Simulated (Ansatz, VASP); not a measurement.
Al in VASP and in Ansatz

```
Al
1.0
    -2.32271    2.32271    1.20975
     2.32271   -2.32271    1.20975
     2.32271    2.32271   -1.20975
Al
2
Cartesian
  0.0000 -1.1614 -0.3024
  0.0000 1.1614 0.3024
```

Change from the starting cell: volume scaled by 0.68, norm-conserving files.

Alike in both runs: task single point; functional PBE; k mesh 16 × 16 × 16; occupations fermi-dirac, width 0.05 eV; no spin polarisation.

```csv
,VASP,Ansatz
version,VASP 6.6.1,Ansatz 0.2.0
potentials or method,"VASP PAW PBE potentials, release 64 (Al)","norm-conserving pseudopotentials, scalar-relativistic"
plane-wave cutoff (eV),520,544
valence electrons in the cell,6,6
```

```tsv
	VASP	Ansatz	Ansatz less VASP
pressure (GPa)	51.5	51.0	-0.48
```

With one functional, cell and mesh, what is left measures potentials, basis and numerics.

Caveats: so large a pressure means that the cell lies far from this level's equilibrium, or that cutoff or potentials fall short (VASP).
